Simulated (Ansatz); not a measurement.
Sensitivity of the gradients in FeS2 to the input

Cell: a COD entry (the entry's cell lengths or inner coordinates differ somewhat from later room-temperature determinations).

```cif
data_FeS2
_symmetry_space_group_name_H-M 'Pnnm'
_symmetry_Int_Tables_number 58
_cell_length_a 4.4400
_cell_length_b 5.3900
_cell_length_c 3.3700
_cell_angle_alpha 90.000
_cell_angle_beta 90.000
_cell_angle_gamma 90.000
loop_
_atom_site_label
_atom_site_type_symbol
_atom_site_symmetry_multiplicity
_atom_site_Wyckoff_symbol
_atom_site_fract_x
_atom_site_fract_y
_atom_site_fract_z
Fe Fe 2 a 0.0000 0.0000 0.0000
S S 4 g 0.2030 0.3750 0.0000
```

One atom of each set is listed.

Reference run. Computed with Ansatz: DFT, PBE, plane waves and PAW, scalar-relativistic, collinear spin, 420 eV cutoff, Γ-centred 10×8×13 k-points, Fermi–Dirac smearing 0.05 eV. Start moments as typed (μB): 3 on each Fe, none on the rest.

**Question.** The input is changed as follows: `hamiltonian.xc`: pbe → lda; `kpoints.mp_grid.grid`: [10, 8, 13] → [7, 5, 9]. What happens to V_zz (10²¹ V/m²) and η?

**Answer.** 

```csv
site,V_zz reference,η reference,V_zz changed,η changed
Fe,-2.92,0.72,-2.98,0.69
S,13.82,0.25,13.34,0.25
```

The largest change of V_zz is on S, from 13.82 to 13.34. In per cent, |V_zz| changes by +2 on Fe, -3 on S (all sites that start above 0.5). At these positions the changed run has forces up to 0.4 eV/Å, so its atoms aren't at their own equilibrium. Its pressure is -10 GPa, against 1 GPa in the reference run. SCF iterations: 12 and 12. In the changed run the k-mesh is coarser than the standard one, yet the gradients stay close to the reference.

On the reference run: With these PAW files V_zz is typically within 2 to 3 % of all-electron values, but misses above 10 % occur on Fe. The start moments die out, and the run ends without spin.
